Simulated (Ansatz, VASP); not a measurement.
Two plane-wave programs on MgO

```xyz
4
Lattice="3.3724 0.0000 0.0000 -1.6862 2.9206 0.0000 0.0000 0.0000 4.4883" Properties=species:S:1:pos:R:3 pbc="T T T"
Mg    1.6862    0.9500    3.3663
Mg    0.0000    1.9706    1.1221
O     1.6862    0.9909    1.1221
O     0.0000    1.9297    3.3663
```

Change from the starting cell: mode 5 frozen in at -0.024 Å, strain +e along z and -e/2 along x and y +0.0700.

Alike in both runs: task single point; functional PBEsol; k mesh 9 × 9 × 6; occupations gaussian, width 0.05 eV; no spin polarisation.

```csv
,VASP,Ansatz
version,VASP 6.6.1,Ansatz 0.2.0
potentials or method,"VASP PAW PBE potentials, release 64 (Mg, O)","scalar-relativistic, plane waves, PAW"
plane-wave cutoff (eV),520,520
valence electrons in the cell,16,32
```

VASP gave:

```
gap on the k mesh at the Fermi level (eV)       : 3.18
least direct gap on the mesh (eV)               : 3.18
pressure (GPa)                                  : 2.3
largest component of the traceless stress (GPa) : 10.54
rms of the force components (eV/Å)              : 0.077
```

Problem. Which values does Ansatz return?

Solution. gap on the k mesh at the Fermi level (eV): 3.18; least direct gap on the mesh (eV): 3.18; pressure (GPa): 2.6; largest component of the traceless stress (GPa): 10.38; rms of the force components (eV/Å): 0.076.

Atom by atom the forces differ by 0.001 eV/Å (rms over components). The two sets of potentials don't hold the same shells in valence. Ansatz warned: «pseudo_functional_mismatch».

Caveats: the PAW data sets were made with another functional, which shifts forces and pressure a little (VASP).
